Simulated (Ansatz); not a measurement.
Set up this calculation in Ansatz 0.2.0, as the native input.

```
Task                  : relaxation of cell and atoms
Functional            : PBEsol
Potentials or basis   : Ansatz PAW
Cutoff                : 420 eV (not typed: the program's choice for these potentials)
k mesh                : 9 × 9 × 6
Occupations           : fermi-dirac, width 0.05 eV
Spin                  : no spin polarisation
Target pressure       : 2 GPa
Target pressure (GPa) : 2
```

Crystal: MgSi.

```
Si Mg
1.0
     1.50251   -5.42602    0.00000
     1.50251    5.42602    0.00000
     0.00000    0.00000    4.34018
Si Mg
2 2
Cartesian
  1.5025 -0.7666 3.2551
  1.5025 0.7666 1.0850
  1.5025 3.5987 1.0850
  1.5025 -3.5987 3.2551
```

The cell comes from a database or a generator and needn't be the stable form of this composition.

One way to write it, as run:

input.yaml

```yaml
crystal:
  lattice:
    - [1.502512, -5.426016, 0.0]
    - [1.502512, 5.426016, 0.0]
    - [0.0, 0.0, 4.340178]
  atoms:
    - { symbol: Si, position: [0.570638, 0.429362, 0.75] }
    - { symbol: Si, position: [0.429362, 0.570638, 0.25] }
    - { symbol: Mg, position: [0.168381, 0.831619, 0.25] }
    - { symbol: Mg, position: [0.831619, 0.168381, 0.75] }
hamiltonian:
  xc: pbesol
  pseudopotentials: { kind: paw }
kpoints:
  mp_grid: { grid: [9, 9, 6] }
scf:
  occupations: { method: fermi_dirac, width: 0.05 }
output:
  forces: true
  stress: true
  eigenvalues: true
relax:
  f_tol: 0.01
  max_steps: 40
  cell: { stress_tol: 0.05, p_target: 2.0 }
```

Potentials or basis: Ansatz PAW.

Launch:

```bash
$ ansatz run input.yaml --threads 2 --pin off --max-ram 5632MiB --backend cpu --events-out ev --progress --plain --runs-dir out
```

Results of the run:

```json
{"Relaxed volume": "16.80 Å³/atom", "Relaxed cell": "a = 5.377 Å, b = 5.377 Å, c = 4.431 Å, α = 90.00°, β = 90.00°, γ = 148.36°", "Space group after relaxing (to 0.05 Å)": "Cmcm (No. 63)", "Energy change on relaxing (the enthalpy is what falls)": "-9.6 meV/atom", "Ionic steps": "8", "Pressure after relaxing": "2.0 GPa", "Band gap on the k mesh": "none (metal or under the smearing width)"}
```

Caveat: the plane-wave basis is chosen anew once the cell has moved, so the energies of steps on either side of that aren't comparable; the PAW data sets come from PBE, with cores solved anew for the run's functional, which leaves a small shift of forces and pressure.

It took 27 s on 2 threads of Intel(R) Xeon(R) Platinum 8259CL CPU @ 2.50GHz (Skylake/Cascade Lake), on a shared host, peak memory 0.5 GiB.
